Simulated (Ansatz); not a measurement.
**CuO: changing the Hubbard U on Cu d**

The cell as given:

It takes space group Pm-3m (No. 221, cubic). The conventional cell has a = 2.553 Å, b = 2.553 Å, c = 2.553 Å, α = 90.00°, β = 90.00°, γ = 90.00°. Cu (site symmetry m-3m) is surrounded by 8 O at 2.21 Å. Around O (site symmetry m-3m) lie 8 Cu at 2.21 Å.

Measurements of this composition are mostly on another form, of space group No. 15.

Kept alike: task relaxation of cell and atoms; functional PBE; k mesh 10 × 10 × 10; occupations fermi-dirac, width 0.05 eV; no spin polarisation. Program: Ansatz, Ansatz PAW, cutoff 420 eV. The mesh is that of the run's cell of 2 atoms. No spin-orbit coupling.

```csv
"Hubbard U on Cu d, U (eV)",volume (Å³/atom)
0,9.155
1,9.185
2,9.221
3,9.264
4,9.313
5,?
6,9.436
```

U acts here on a shell without spin polarisation. The relaxations keep at least the cell's symmetry (Pm-3m). For a metal such a mesh leaves the last digits unconverged. Relaxations stop with a little pressure left, so the last digits of a volume or edge aren't settled. Runs of this series that gave no sound value for these columns are left out. Ansatz's relaxations hold a Pulay term in the stress (up to 0.7 GPa here). How U acts hangs on the program's projectors. U is the effective U - J on orthogonalised atomic projectors. Double counting: fully localised limit (the default).

Problem. Fit the rows shown and predict the run at 5 eV.

Solution. A least-squares parabola through the rows shown is volume = 0.003536 U² + 0.02549 U + 9.1555 (largest miss 0.0010); at U = 5 it gives 9.371 Å³/atom. The run gave: volume 9.371 Å³/atom.
